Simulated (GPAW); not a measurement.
Runs of GPAW 26.7.0 on Rh. Symmetry: Fm-3m, No. 225, cubic system. The conventional cell has a = 3.796 Å, b = 3.796 Å, c = 3.796 Å, α = 90.00°, β = 90.00°, γ = 90.00°. Rh (site symmetry m-3m) is surrounded by 12 Rh at 2.68 Å. 

```tsv
task	level	potentials or basis	spin	cell	k mesh	optimizer	fmax	max steps	convergence	target pressure	gap on the mesh (eV)	pressure (GPa)
relaxation of cell and atoms	PBEsol+D3(BJ)	PAW data sets generated in the run's folder for this functional, pw	off	relaxed	12 × 12 × 12	BFGS	0.05 eV/Å	60	density=1e-05 forces=0.0001	-	none	0.0
relaxation of cell and atoms	RPBE+D4	the program's PAW data sets (release 1.2.1) made for this functional, pw	off	relaxed to 20 GPa	12 × 12 × 12	LBFGS	0.02 eV/Å	100	density=1e-05 forces=0.0001	20 GPa	none	20.0
band structure	r2SCAN	GPAW PAW data sets (gpaw-data 1.2.1), pw	off	as given	12 × 12 × 12	-	-	-	-	-	-	5.6
relaxation of cell and atoms	RPBE+D3(BJ)	the program's PAW data sets (release 1.2.1) made for this functional, pw	off	relaxed to -2 GPa	12 × 12 × 12	FIRE	0.02 eV/Å	40	density=1e-05 forces=0.0001	-2 GPa	none	-2.2
band structure	r2SCAN	GPAW PAW data sets (gpaw-data 1.2.1), pw	SOC, no magnetisation	as given	9 × 9 × 9	-	-	-	-	-	-	(a)
```

Alike in all rows: cutoff (eV) 600; smearing fermi-dirac 0.05 eV.

**Question.** Estimate the missing entries.

**Answer.** (a) 5.9.

Caveats: later steps reuse the first step's grids (some runs); pairwise dispersion overbinds metals, which lowers pressure and volume (some runs); the PAW data sets were made with another functional, which shifts forces and pressure a little (some runs); spin-orbit coupling was added after a scalar SCF, so levels and gaps hold it while energy, forces, pressure and moments don't (some runs); this program's spin-orbit splittings come out too wide for heavy elements (some runs).

A k mesh can miss the band edges, and rows without SOC leave out spin-orbit coupling on Rh.

A gap of «none» marks a metal or a gap under the smearing width.

Runs at the PBE level aren't shown here.
